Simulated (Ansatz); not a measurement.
The system is V.

```
V
1.0
    -1.51435    1.51435    1.51435
     1.51435   -1.51435    1.51435
     1.51435    1.51435   -1.51435
V
1
Direct
  0.00000 0.00000 0.00000
```

Base run:

| Item | Value |
| --- | --- |
| Program | Ansatz 0.2.0 |
| Functional | PBEsol |
| Potentials or basis | all-electron LAPW, scalar-relativistic |
| Cutoff | 257 eV (chosen from the basis error) |
| Basis error allowed | 0.001 eV/atom |
| k mesh | 12 × 12 × 12 |
| Occupations | fermi-dirac, width 0.05 eV |
| Spin | collinear spin, ferromagnetic start |
| Starting moments | [2.0] μB |

Its results: pressure -12.1 GPa; net moment 0.00 μB per cell.

Task: The run is repeated on the same cell with these changes: functional from PBEsol to LDA. What comes out?

Result: Pressure -17.8 GPa; net moment 0.00 μB per cell.

LDA binds more tightly than PBEsol, so the same cell stands under less pressure.

Caveats: the starting moments weren't kept; so large a pressure means that the cell lies far from this level's equilibrium, or that cutoff or potentials fall short (some runs).
